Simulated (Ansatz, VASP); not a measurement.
## CdS: VASP beside Ansatz

Contents of INCAR:

```
SYSTEM = CdS
PREC = Accurate
ENCUT = 520
EDIFF = 1E-7
ISMEAR = -1
SIGMA = 0.05
LREAL = .False.
LASPH = .True.
NELM = 60
ALGO = Normal
ISIF = 2
LWAVE = .False.
LCHARG = .False.
GGA = PE
NBANDS = 16
```

KPOINTS

```
regular mesh
0
Gamma
  7 7 5
  0 0 0
```

File POSCAR:

```
CdS
1.0
    4.1741825350      0.0000000000      0.0000000000
   -2.0870912675      3.6149481154      0.0000000000
    0.0000000000      0.0000000000      5.6856871846
Cd S
1 1
Direct
    0.0000000000      0.0000000000      0.4426919200
    0.6666666667      0.3333333333      0.4343080800
```

Contents of input.yaml:

```yaml
crystal:
  lattice:
    - [4.174182535, 0.0, 0.0]
    - [-2.0870912675, 3.6149481154, 0.0]
    - [0.0, 0.0, 5.6856871846]
  atoms:
    - { symbol: Cd, position: [0.0, 0.0, 0.44269192] }
    - { symbol: S, position: [0.6666666667, 0.3333333333, 0.43430808] }
kpoints:
  mp_grid: { grid: [7, 7, 5] }
scf:
  occupations: { method: fermi_dirac, width: 0.05 }
hamiltonian:
  xc: pbe
  pseudopotentials: { kind: all_electron, lapw: { basis_error: 0.0005 } }
output:
  forces: true
  stress: true
  eigenvalues: true
```

Change from the starting cell: volume scaled by 0.94.

Alike in both runs: task single point; functional PBE; k mesh 7 × 7 × 5; occupations fermi-dirac, width 0.05 eV; no spin polarisation.

|  | VASP | Ansatz |
| --- | --- | --- |
| version | VASP 6.6.1 | Ansatz 0.2.0 |
| potentials or method | VASP PAW PBE potentials, release 64 (Cd, S) | all-electron LAPW, scalar-relativistic |
| plane-wave cutoff (eV) | 520 | see its input |

Ansatz gave:

```
gap on the k mesh at the Fermi level (eV)       : 1.57
least direct gap on the mesh (eV)               : 1.58
pressure (GPa)                                  : 1.7
largest component of the traceless stress (GPa) : 1.70
rms of the force components (eV/Å)              : 0.007
```

**Question.** Which values does VASP return?

**Answer.** gap on the k mesh at the Fermi level (eV): 1.58; least direct gap on the mesh (eV): 1.58; pressure (GPa): 1.9; largest component of the traceless stress (GPa): 1.92; rms of the force components (eV/Å): 0.009.

Atom by atom the forces differ by 0.002 eV/Å (rms over components). Ansatz ran all-electron here, so the differences hold the error of VASP's frozen core and of both bases.

Caveats: an odd mesh through Γ misses points on the zone boundary, where band edges often lie.
